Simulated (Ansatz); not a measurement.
InSb, before and after

The guess for InSb was made by a generator: random cell by space group and Wyckoff sites (P4/mmm, No. 123). Its size is a rough estimate.

start.cif

```cif
data_structure
_symmetry_space_group_name_H-M 'P4/mmm'
_symmetry_Int_Tables_number 123
_cell_length_a 4.4571
_cell_length_b 4.4571
_cell_length_c 9.6612
_cell_angle_alpha 90.000
_cell_angle_beta 90.000
_cell_angle_gamma 90.000
_cell_volume 191.92
loop_
_atom_site_label
_atom_site_type_symbol
_atom_site_symmetry_multiplicity
_atom_site_Wyckoff_symbol
_atom_site_fract_x
_atom_site_fract_y
_atom_site_fract_z
_atom_site_occupancy
In1 In 2 f 0.50000 0.00000 0.00000 1
In2 In 1 c 0.50000 0.50000 0.00000 1
Sb1 Sb 2 g 0.00000 0.00000 0.77557 1
Sb2 Sb 1 b 0.00000 0.00000 0.50000 1
```

Method: DFT PBE, scalar-relativistic, plane waves, PAW in Ansatz 0.2.0. Cutoff 420 eV, Gaussian smearing, Γ-centred meshes. Cell and atoms relax first on a coarse mesh and then on a finer one. In between, the cell is made exact in the group found at 0.06 Å. In metals the finer mesh still leaves noise of several meV/atom or more. The steps can't lower the symmetry of their start. No spin polarisation.

end.cif

```cif
data_structure
_symmetry_space_group_name_H-M 'P4/mmm'
_symmetry_Int_Tables_number 123
_cell_length_a 5.7770
_cell_length_b 5.7770
_cell_length_c 8.7417
_cell_angle_alpha 90.000
_cell_angle_beta 90.000
_cell_angle_gamma 90.000
_cell_volume 291.75
loop_
_atom_site_label
_atom_site_type_symbol
_atom_site_symmetry_multiplicity
_atom_site_Wyckoff_symbol
_atom_site_fract_x
_atom_site_fract_y
_atom_site_fract_z
_atom_site_occupancy
In1 In 2 f 0.50000 0.00000 0.00000 1
In2 In 1 c 0.50000 0.50000 0.00000 1
Sb1 Sb 2 g 0.00000 0.00000 0.81496 1
Sb2 Sb 1 b 0.00000 0.00000 0.50000 1
```

The symmetry stays P4/mmm (No. 123). The volume per atom grows by 52.0 %, from 32.0 to 48.6 Å³. The shortest distance goes from 2.23 Å (In–In) to 2.75 Å (Sb–Sb). The ratio c/a of the conventional cell changes by a factor of 0.70. The energy falls by about 1.5 eV/atom (the start's value is from the coarse mesh).

| Quantity | Value |
| --- | --- |
| Volume per atom | 48.62 Å³ |
| Density | 4.04 g/cm³ |
| Energy over the elements | +0.46 eV/atom |
| Gap on the 8×8×6 mesh of the 6-atom cell | 0 eV (a metal) |

The zero of energy is the elements' standard structures at the same level; no fitted shifts are applied. It can't be a ground state, since the elements alone are lower.

The last run used Gaussian smearing of 0.10 eV. These runs have no spin–orbit coupling, which can matter for Sb. Symmetry constrained the relaxation, so the result can be a saddle point. In all, the 4 runs took 5.1 min on 1 thread of Intel(R) Xeon(R) 6975P-C (Granite Rapids), with other jobs on the host. Another cell of InSb relaxed alike, in F-43m (a cell as deposited in COD), lies 0.59 eV/atom lower, so this cell isn't the stable form at this level.
